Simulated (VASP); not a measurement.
# Te2Mo in VASP: relaxation of cell and atoms with PBE+D3(BJ)

Aim: the relaxation of cell and atoms of Te2Mo with PBE+D3(BJ).

All numbers are computed with VASP 6.6.1; they aren't measurements. Logs are shortened: lines on timing, memory, paths and dates and some standing lists are left out, and cuts for length are marked.

## Step 1: Starting point

The cell holds a slab with vacuum, 3 atoms: a = 3.503 Å, b = 3.503 Å, c = 21.605 Å, α = 90.00°, β = 90.00°, γ = 120.00°.

## Step 2: Relaxation of cell and atoms, PBE+D3(BJ)

INCAR reads:

```
SYSTEM = Te2Mo
ALGO = Normal
EDIFF = 1E-7
EDIFFG = -0.005
ENCUT = 600
GGA = PE
IBRION = 2
ISIF = 3
ISMEAR = 0
IVDW = 12
LASPH = .TRUE.
LATTICE_CONSTRAINTS = .TRUE. .TRUE. .FALSE.
LCHARG = .FALSE.
LREAL = .FALSE.
LWAVE = .FALSE.
NELM = 80
NSW = 90
PREC = Accurate
SIGMA = 0.03
```

KPOINTS reads:

```
k-points
0
G
  12 12 1
  0 0 0
```

POSCAR reads:

```
Te2Mo                                   
1.0
    3.5025290825      0.0000000000      0.0000000000
   -1.7512645413      3.0332791673      0.0000000000
    0.0000000000      0.0000000000     21.6051888000
  Te              Mo            
     2     1
Direct
     0.3333333300000021    0.6666666699999979    0.4158430858621658
     0.3333333300000021    0.6666666699999979    0.5841569141378340
     0.6666666699999979    0.3333333300000021    0.5000000000000000
```

Potentials or basis: VASP PAW PBE potentials, release 64 (Te, Mo_sv).

On the command line:

```sh
$ cat potpaw_PBE.64/Te/POTCAR potpaw_PBE.64/Mo_sv/POTCAR > POTCAR
$ mpirun -np 1 vasp_std > vasp.out
```

OUTCAR:

```text
SYSTEM = Te2Mo
   EDIFF = 1E-7
   EDIFFG = -0.005
   ENCUT = 600
   GGA = PE
   IBRION = 2
   ISIF = 3
   ISMEAR = 0
   IVDW = 12
   LASPH = .TRUE.
   LREAL = .FALSE.
   NELM = 80
   NSW = 90
   PREC = Accurate
 IVDW          = 12

 ion  position               nearest neighbor table
   1  0.333  0.667  0.416-   3 2.72   3 2.72   3 2.72   2 3.64
   2  0.333  0.667  0.584-   3 2.72   3 2.72   3 2.72   1 3.64
   3  0.667  0.333  0.500-   1 2.72   2 2.72   1 2.72   2 2.72   1 2.72   2 2.72

  LATTYP: Found a hexagonal cell.
 ALAT       =     3.5025290825
 C/A-ratio  =     6.1684537918

  Lattice vectors:

 A1 = (   3.5025290825,   0.0000000000,   0.0000000000)
 A2 = (  -1.7512645413,   3.0332791673,   0.0000000000)
 A3 = (   0.0000000000,   0.0000000000,  21.6051888000)

Analysis of symmetry for initial positions (statically):
=====================================================================
 Subroutine PRICEL returns:
 Original cell was already a primitive cell.

 Routine SETGRP: Setting up the symmetry group for a
 hexagonal supercell.

 Subroutine GETGRP returns: Found 12 space group operations
 (whereof 12 operations were pure point group operations)
 out of a pool of 24 trial point group operations.

The static configuration has the point symmetry D_3h.

Analysis of symmetry for dynamics (positions and initial velocities):
=====================================================================
 Subroutine PRICEL returns:
 Original cell was already a primitive cell.

 Routine SETGRP: Setting up the symmetry group for a
 hexagonal supercell.

 Subroutine GETGRP returns: Found 12 space group operations
 (whereof 12 operations were pure point group operations)
 out of a pool of 24 trial point group operations.

The dynamic configuration has the point symmetry D_3h.

 Subroutine INISYM returns: Found 12 space group operations
 (whereof 12 operations are pure point group operations),
 and found     1 'primitive' translations

----------------------------------------------------------------------------------------

                                     Primitive cell

  volume of cell :     229.5367

  direct lattice vectors                    reciprocal lattice vectors
     3.502529083  0.000000000  0.000000000     0.285507979  0.164838108  0.000000000
    -1.751264541  3.033279167  0.000000000     0.000000000  0.329676217  0.000000000
     0.000000000  0.000000000 21.605188800     0.000000000  0.000000000  0.046285178

  length of vectors
     3.502529083  3.502529086 21.605188800     0.329676217  0.329676217  0.046285178

  position of ions in fractional coordinates (direct lattice)
     0.333333330  0.666666670  0.415843086
     0.333333330  0.666666670  0.584156914
     0.666666670  0.333333330  0.500000000

  ion indices of the primitive-cell ions
   primitive index   ion index
                 1           1
                 2           2
                 3           3

----------------------------------------------------------------------------------------

 KPOINTS: k-points

Automatic generation of k-mesh.
 Grid dimensions read from file:
 generate k-points for:   12   12    1

 Generating k-lattice:

  Cartesian coordinates                     Fractional coordinates (reciprocal lattice)
     0.023792332  0.013736509  0.000000000     0.083333333  0.000000000  0.000000000
     0.000000000  0.027473018  0.000000000     0.000000000  0.083333333  0.000000000
     0.000000000  0.000000000  0.046285178     0.000000000  0.000000000  1.000000000

  Length of vectors
     0.027473018  0.027473018  0.046285178

  Shift w.r.t. Gamma in fractional coordinates (k-lattice)
     0.000000000  0.000000000  0.000000000

 Subroutine IBZKPT returns following result:
 ===========================================

 Found     19 irreducible k-points:

 Following reciprocal coordinates:
            Coordinates               Weight
  0.000000  0.000000  0.000000      1.000000
  0.083333  0.000000  0.000000      6.000000
  0.166667 -0.000000  0.000000      6.000000
  0.250000  0.000000  0.000000      6.000000
  0.333333  0.000000  0.000000      6.000000
  0.416667 -0.000000  0.000000      6.000000
[... 11 lines left out ...]
  0.333333  0.250000  0.000000     12.000000
  0.333333  0.333333  0.000000      2.000000
   k-points           NKPTS =     19   k-points in BZ     NKDIM =     19   number of bands    NBANDS=     17
   number of dos      NEDOS =    301   number of ions     NIONS =      3
   total plane-waves  NPLWV = 141120
   dimension x,y,z NGX =    28 NGY =   28 NGZ =  180
   dimension x,y,z NGXF=    56 NGYF=   56 NGZF=  360
   ions per type =               2   1
   NGX,Y,Z   is equivalent  to a cutoff of  13.29, 13.29, 13.85 a.u.
   NGXF,Y,Z  is equivalent  to a cutoff of  26.58, 26.58, 27.70 a.u.
 SYSTEM =  Te2Mo
   PREC   = accura    normal or accurate (medium, high low for compatibility)
   ISTART =      0    job   : 0-new  1-cont  2-samecut
   ICHARG =      2    charge: 1-file 2-atom 10-const
   ISPIN  =      1    spin polarized calculation?
   LNONCOLLINEAR =      F non collinear calculations
   LSORBIT =      F    spin-orbit coupling
   LASPH  =      T    aspherical Exc in radial PAW
   ENCUT  =  600.0 eV  44.10 Ry    6.64 a.u.   7.00  7.00 43.15*2*pi/ulx,y,z
   NELM   =     80;   NELMIN=  2; NELMDL= -5     # of ELM steps
   EDIFF  = 0.1E-06   stopping-criterion for ELM
   LREAL  =      F    real-space projection
   EDIFFG = -.5E-02   stopping-criterion for IOM
   NSW    =     90    number of steps for IOM
   IBRION =      2    ionic relax: 0-MD 1-quasi-New 2-CG
   NFREE  =      1    steps in history (QN), initial steepest desc. (CG)
   ISIF   =      3    stress and relaxation
   ISYM   =      2    0-nonsym 1-usesym 2-fastsym
   POTIM  = 0.5000    time-step for ionic-motion
   TEBEG  =    0.0;   TEEND  =   0.0 temperature during run
   PSTRESS=    0.0 pullay stress
   NELECT =      26.0000    total number of electrons
   NUPDOWN=      -1.0000    fix difference up-down
   EMIN   =  10.00;   EMAX   =-10.00  energy-range for DOS
   EFERMI =   0.00;   METHOD = LEGACY
   ISMEAR =     0;   SIGMA  =   0.03  broadening in eV -4-tet -1-fermi 0-gaus
   EFERMI_NEDOS =   21; number of points for ismear=-14 and -15
   IALGO  =     38    algorithm
   IMIX   =      4    mixing-type and parameters
     AMIX     =   0.40;   BMIX     =  1.00
     AMIX_MAG =   1.60;   BMIX_MAG =  1.00
  volume/ion in A,a.u.               =      76.51       516.33
  Fermi-wavevector in a.u.,A,eV,Ry     =   0.792103  1.496858  8.536674  0.627428
  Thomas-Fermi vector in A             =   1.897775
   LORBIT       =      0    0 simple, 1 ext, 2 COOP (PROOUT), +10 PAW based schemes
   GGA     = PE    functional components
   LHFCALC =     F    Hartree Fock is set to
   AEXX    =    0.0000 exact exchange contribution
   IVDW    =    12    specifies the selected vdW correction
   LEPSILON=     F    determine dielectric tensor
   LRPA    =     F    only Hartree local field effects (RPA)
 conjugate gradient relaxation of ions
 non-spin polarized calculation
 Gauss-broadening in eV      SIGMA  =   0.03
  energy-cutoff  :      600.00
  volume of cell :      229.54
 maximum number of plane-waves:      7703
 NGX is ok and might be reduce to    28
   NGX = 13   NGY = 13   NGZ = 87

 number of electron      26.0000000 magnetization

 Free energy of the ion-electron system (eV)
  ---------------------------------------------------
  ext. energy  EPLUGINS =         0.00000000
  ---------------------------------------------------
  free energy    TOTEN  =       -18.00798640 eV

  energy without entropy =      -18.00798640  energy(sigma->0) =      -18.00798640

 E-fermi :  -0.3387     XC(G=0):  -3.9296

 val. band max:       -0.6431953307   @ k =   0.3333   0.3333   0.0000
 cond. band min:       0.5497662016   @ k =   0.3333   0.3333   0.0000
 fundamental gap:      1.1929615322
 Fermi energy:        -0.3386986380

 k-point     1 :       0.0000    0.0000    0.0000
  band No.  band energies     occupation
      1     -61.2976      2.00000
      2     -35.4750      2.00000
      3     -35.3301      2.00000
      4     -35.3301      2.00000
      5     -13.3496      2.00000
      6     -12.4226      2.00000
[... 9 lines left out ...]
     16       2.8423      0.00000
     17       2.8423      0.00000

 k-point     2 :       0.0833    0.0000    0.0000
  band No.  band energies     occupation
      1     -61.2969      2.00000
      2     -35.4730      2.00000
      3     -35.3393      2.00000
      4     -35.3322      2.00000
      5     -13.2503      2.00000
      6     -12.3526      2.00000
[... 9 lines left out ...]
     16       2.6247      0.00000
     17       2.6428      0.00000

 k-point     3 :       0.1667   -0.0000    0.0000
  band No.  band energies     occupation
      1     -61.2950      2.00000
      2     -35.4675      2.00000
      3     -35.3642      2.00000
      4     -35.3381      2.00000
      5     -12.9612      2.00000
      6     -12.1493      2.00000
[... 9 lines left out ...]
     16       2.1271      0.00000
     17       2.8092      0.00000

 k-point     4 :       0.2500    0.0000    0.0000
  band No.  band energies     occupation
      1     -61.2924      2.00000
      2     -35.4600      2.00000
      3     -35.3981      2.00000
      4     -35.3460      2.00000
      5     -12.5128      2.00000
      6     -11.8361      2.00000
[... 9 lines left out ...]
     16       1.6196      0.00000
     17       2.9568      0.00000

 k-point     5 :       0.3333    0.0000    0.0000
  band No.  band energies     occupation
      1     -61.2898      2.00000
      2     -35.4526      2.00000
      3     -35.4317      2.00000
      4     -35.3539      2.00000
      5     -11.9714      2.00000
      6     -11.4655      2.00000
[... 9 lines left out ...]
     16       2.0299      0.00000
     17       3.0416      0.00000

 k-point     6 :       0.4167   -0.0000    0.0000
  band No.  band energies     occupation
      1     -61.2879      2.00000
      2     -35.4562      2.00000
      3     -35.4471      2.00000
      4     -35.3597      2.00000
      5     -11.4747      2.00000
      6     -11.1390      2.00000
[... 9 lines left out ...]
     16       2.4739      0.00000
     17       3.0755      0.00000

 k-point     7 :       0.5000    0.0000    0.0000
  band No.  band energies     occupation
      1     -61.2872      2.00000
      2     -35.4651      2.00000
      3     -35.4451      2.00000
      4     -35.3618      2.00000
      5     -11.2576      2.00000
      6     -11.0025      2.00000
[... 9 lines left out ...]
     16       2.6643      0.00000
     17       3.0862      0.00000

 k-point     8 :       0.0833    0.0833    0.0000
  band No.  band energies     occupation
      1     -61.2956      2.00000
      2     -35.4693      2.00000
      3     -35.3559      2.00000
      4     -35.3367      2.00000
      5     -13.0560      2.00000
      6     -12.2158      2.00000
[... 9 lines left out ...]
     16       2.1925      0.00000
     17       2.7502      0.00000
[... 103 lines left out ...]
      1     -61.2889      2.00000
      2     -35.4498      2.00000
      3     -35.4318      2.00000
      4     -35.3692      2.00000
      5     -11.7597      2.00000
      6     -11.3166      2.00000
[... 9 lines left out ...]
     16       1.5295      0.00000
     17       2.8681      0.00000

 k-point    15 :       0.3333    0.1667    0.0000
  band No.  band energies     occupation
      1     -61.2872      2.00000
      2     -35.4482      2.00000
      3     -35.4451      2.00000
      4     -35.3790      2.00000
      5     -11.3094      2.00000
      6     -11.0171      2.00000
[... 9 lines left out ...]
     16       1.7063      0.00000
     17       2.9981      0.00000

 k-point    16 :       0.4167    0.1667    0.0000
  band No.  band energies     occupation
      1     -61.2866      2.00000
      2     -35.4542      2.00000
      3     -35.4434      2.00000
      4     -35.3827      2.00000
      5     -11.1177      2.00000
      6     -10.8935      2.00000
[... 9 lines left out ...]
     16       1.7636      0.00000
     17       3.0845      0.00000

 k-point    17 :       0.2500    0.2500    0.0000
  band No.  band energies     occupation
      1     -61.2872      2.00000
      2     -35.4451      2.00000
      3     -35.4403      2.00000
      4     -35.3870      2.00000
      5     -11.3260      2.00000
      6     -11.0219      2.00000
[... 9 lines left out ...]
     16       1.3959      0.00000
     17       3.0902      0.00000

 k-point    18 :       0.3333    0.2500    0.0000
  band No.  band energies     occupation
      1     -61.2863      2.00000
      2     -35.4424      2.00000
      3     -35.4421      2.00000
      4     -35.4004      2.00000
      5     -11.0368      2.00000
      6     -10.8282      2.00000
[... 9 lines left out ...]
     16       1.6811      0.00000
     17       3.3470      0.00000

 k-point    19 :       0.3333    0.3333    0.0000
  band No.  band energies     occupation
      1     -61.2859      2.00000
      2     -35.4414      2.00000
      3     -35.4324      2.00000
      4     -35.4157      2.00000
      5     -10.9328      2.00000
      6     -10.7547      2.00000
[... 9 lines left out ...]
     16       1.9661      0.00000
     17       3.5207      0.00000

------------------------ aborting loop because EDIFF is reached ----------------------------------------

 Edisp (eV)   -1.20387

 E8    (eV) :    -0.5854

  FORCE on cell =-STRESS in cart. coord.  units (eV):
  Direction    XX          YY          ZZ          XY          YZ          ZX
  --------------------------------------------------------------------------------------
  -------------------------------------------------------------------------------------
  Total       0.00074     0.00074    -0.01989    -0.00000     0.00000    -0.00000
  in kB       0.00517     0.00517    -0.13883    -0.00000     0.00000    -0.00000
  external pressure =       -0.04 kB  Pullay stress =        0.00 kB

 VOLUME and BASIS-vectors are now :
 -----------------------------------------------------------------------------
  energy-cutoff  :      600.00
  volume of cell :      229.54
      direct lattice vectors                 reciprocal lattice vectors
     3.502529083  0.000000000  0.000000000     0.285507979  0.164838108  0.000000000
    -1.751264541  3.033279167  0.000000000     0.000000000  0.329676217  0.000000000
     0.000000000  0.000000000 21.605188800     0.000000000  0.000000000  0.046285178

 POSITION                                       TOTAL-FORCE (eV/Angst)
 -----------------------------------------------------------------------------------
     -0.00000      2.02219      8.98437        -0.000000      0.000000     -0.001735
     -0.00000      2.02219     12.62082        -0.000000     -0.000000      0.001735
      1.75126      1.01109     10.80259         0.000000     -0.000000      0.000000
 -----------------------------------------------------------------------------------
    total drift:                               -0.000025      0.000015      0.000000

  FREE ENERGIE OF THE ION-ELECTRON SYSTEM (eV)
  ---------------------------------------------------
  free  energy   TOTEN  =       -19.2118546680 eV

  energy  without entropy=      -19.2118546680  energy(sigma->0) =      -19.21185467

 reached required accuracy - stopping structural energy minimisation
```

Wall time 74 s (1 thread of Intel Xeon 6975P-C (Granite Rapids), shared host); peak memory 0.43 GiB.

What came out:

| Property | Result |
| --- | --- |
| Free energy | -19.2119 eV |
| Band gap on the k mesh | 1.19 eV, direct |
| Dispersion energy per atom | -0.401 eV |

Final structure:
```xyz
3
Lattice="3.5025 0.0000 0.0000 -1.7513 3.0333 0.0000 0.0000 0.0000 21.6052" Properties=species:S:1:pos:R:3 pbc="T T T"
Te    0.0000    2.0222    8.9844
Te    0.0000    2.0222   12.6208
Mo    1.7513    1.0111   10.8026
```

Caveat: the relaxation stopped at its first step, so nothing moved; spin-orbit coupling is left out, which moves the levels of the heavy elements.
